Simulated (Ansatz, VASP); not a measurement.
# MgO: VASP beside Ansatz

```
CELL_PARAMETERS angstrom
3.30347 0.00000 0.00000
-1.65173 2.86089 0.00000
0.00000 0.00000 5.01939
ATOMIC_POSITIONS crystal
Mg 0.33333 0.66667 0.96824
Mg 0.66667 0.33333 0.46824
O 0.33333 0.66667 0.40094
O 0.66667 0.33333 0.90094
```

Alike in both runs: task single point; functional PBEsol; k mesh 9 × 9 × 6; occupations gaussian, width 0.05 eV; no spin polarisation.

|  | VASP | Ansatz |
| --- | --- | --- |
| version | VASP 6.6.1 | Ansatz 0.2.0 |
| potentials or method | VASP PAW PBE potentials, release 64 (Mg, O) | scalar-relativistic, plane waves, PAW |
| plane-wave cutoff (eV) | 520 | 520 |
| valence electrons in the cell | 16 | 32 |

Ansatz gave:

* gap on the k mesh at the Fermi level (eV): 3.09
* least direct gap on the mesh (eV): 3.09
* pressure (GPa): 0.4
* largest component of the traceless stress (GPa): 8.92
* rms of the force components (eV/Å): 0.344

Q: Estimate VASP's values.

A: gap on the k mesh at the Fermi level (eV): 3.09; least direct gap on the mesh (eV): 3.09; pressure (GPa): 0.1; largest component of the traceless stress (GPa): 9.01; rms of the force components (eV/Å): 0.349.

Atom by atom the forces differ by 0.005 eV/Å (rms over components). The two sets of potentials don't hold the same shells in valence. Ansatz warned: «pseudo_functional_mismatch».

Caveats: the PAW data sets were made with another functional, which shifts forces and pressure a little (VASP); an odd mesh through Γ misses points on the zone boundary, where band edges often lie.
